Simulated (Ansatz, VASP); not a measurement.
## V: VASP beside Ansatz

File POSCAR:

```
V
1.0
    4.6069602861      0.0000000000      0.0000000000
   -2.3034801431      3.9897446420      0.0000000000
    0.0000000000      0.0000000000      2.4635000327
V
3
Direct
    1.0000000000      1.0000000000      0.0000000000
    0.3333333333      0.6666666667      0.5000000000
    0.6666666667      0.3333333333      0.5000000000
```

Contents of INCAR.step1:

```
  PREC = Accurate
  ENCUT = 520
  ISMEAR = -1
  SIGMA = 0.1
  LREAL = False
  LASPH = True
  NELM = 80
  NBANDS = 26
  GGA = PE
  ALGO = Normal
  EDIFF = 1E-4
  LWAVE = True
  LCHARG = False
```

INCAR.step2

```
  PREC = Accurate
  ENCUT = 520
  EDIFF = 1E-6
  ISMEAR = -1
  SIGMA = 0.1
  LREAL = False
  LASPH = True
  NELM = 80
  ALGO = Normal
  ISIF = 2
  LWAVE = False
  LCHARG = True
  METAGGA = R2SCAN
  LMIXTAU = True
  LELF = True
  LVHAR = True
  NBANDS = 26
  ISTART = 1
```

Contents of KPOINTS:

```
regular mesh
0
Gamma
  9 9 15
```

Input for Ansatz:

```yaml
crystal:
  lattice:
    - [4.6069602861, 0.0, 0.0]
    - [-2.3034801431, 3.989744642, 0.0]
    - [0.0, 0.0, 2.4635000327]
  atoms:
    - { symbol: V, position: [1.0, 1.0, 0.0] }
    - { symbol: V, position: [0.3333333333, 0.6666666667, 0.5] }
    - { symbol: V, position: [0.6666666667, 0.3333333333, 0.5] }
hamiltonian:
  xc: r2scan
  pseudopotentials:
    kind: paw
    azcp:
      V: "pseudopotentials/V.paw.azcp"
basis:
  ecutwfc: 500
  fft_grid_basis: typed
kpoints:
  mp_grid: { grid: [9, 9, 15], shift: [0, 0, 0] }
magnetization:
  spin_polarized: false
scf:
  occupations: { method: fermi_dirac, width: 0.1 }
  lower_state_search: "off"
output:
  stress: true
  write_density: true
  write_potential: true
  elf: true
  volumetric_format: npy
```

Alike in both runs: task single point; functional r2SCAN; k mesh 9 × 9 × 15; occupations fermi-dirac, width 0.1 eV; no spin polarisation.

|  | VASP | Ansatz |
| --- | --- | --- |
| version | VASP 6.6.1 | Ansatz 0.2.0 |
| potentials or method | VASP PAW PBE potentials, release 64 (V_sv) | plane waves (500 eV) with PAW, scalar-relativistic |
| plane-wave cutoff (eV) | 520 | 500 |
| valence electrons in the cell | 39 | 39 |

Ansatz gave:

- pressure (GPa): -17.0
- largest component of the traceless stress (GPa): 0.20

Q: What did VASP give for the same quantities?

A: Pressure (GPa): -16.6; largest component of the traceless stress (GPa): 0.36.

Caveats: so large a pressure means that the cell lies far from this level's equilibrium, or that cutoff or potentials fall short (VASP); the potentials were made for another functional, which shifts forces and pressure (VASP).
